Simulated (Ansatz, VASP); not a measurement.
**Two plane-wave programs on Si2W**

Contents of INCAR:

```
SYSTEM = Si2W
ALGO = Normal
EDIFF = 1E-7
ENCUT = 520
GGA = PE
ISIF = 2
ISMEAR = -1
LASPH = .TRUE.
LCHARG = .FALSE.
LREAL = .FALSE.
LWAVE = .FALSE.
NBANDS = 18
NELM = 60
PREC = Accurate
SIGMA = 0.05
```

The input KPOINTS:

```
k-points
0
G
  12 12 12
  0 0 0
```

File POSCAR:

```
Si2W
1.0
   -1.6280458460      1.6280458460      3.9664684080
    1.6280458460     -1.6280458460      3.9664684080
    1.6280458460      1.6280458460     -3.9664684080
W Si
1 2
Direct
    0.0000000000      0.0000000000      0.0000000000
    0.6653000000      0.6653000000      0.0000000000
    0.3347000000      0.3347000000      0.0000000000
```

input.yaml

```yaml
crystal:
  lattice:
    - [-1.628045846, 1.628045846, 3.966468408]
    - [1.628045846, -1.628045846, 3.966468408]
    - [1.628045846, 1.628045846, -3.966468408]
  atoms:
    - { symbol: W, position: [0.0, 0.0, 0.0] }
    - { symbol: Si, position: [0.6653, 0.6653, 0.0] }
    - { symbol: Si, position: [0.3347, 0.3347, 0.0] }
hamiltonian:
  xc: pbe
  pseudopotentials: { kind: paw }
kpoints:
  mp_grid: { grid: [12, 12, 12] }
scf:
  occupations: { method: fermi_dirac, width: 0.05 }
output:
  forces: true
  stress: true
  eigenvalues: true
  write_density: true
  write_potential: true
  elf: true
  volumetric_format: npy
```

Change from the starting cell: volume scaled by 1.04.

Alike in both runs: task single point; functional PBE; k mesh 12 × 12 × 12; occupations fermi-dirac, width 0.05 eV; no spin polarisation.

|  | VASP | Ansatz |
| --- | --- | --- |
| version | VASP 6.6.1 | Ansatz 0.2.0 |
| potentials or method | VASP PAW PBE potentials, release 64 (W_sv, Si) | Ansatz PAW |
| plane-wave cutoff (eV) | 520 | 420 |
| valence electrons in the cell | 22 | 22 |

Ansatz gave:

```
gap on the k mesh at the Fermi level (eV)       : none
pressure (GPa)                                  : -5.2
largest component of the traceless stress (GPa) : 0.34
rms of the force components (eV/Å)              : 0.013
```

Task: Which values does VASP return?

Result: gap on the k mesh at the Fermi level (eV): none; pressure (GPa): -5.1; largest component of the traceless stress (GPa): 0.38; rms of the force components (eV/Å): 0.012.

Atom by atom the forces differ by 0.001 eV/Å (rms over components). A gap of «none» marks a metal or a gap that the smearing closes.

The runs have no spin-orbit coupling, so splittings on W are missing.
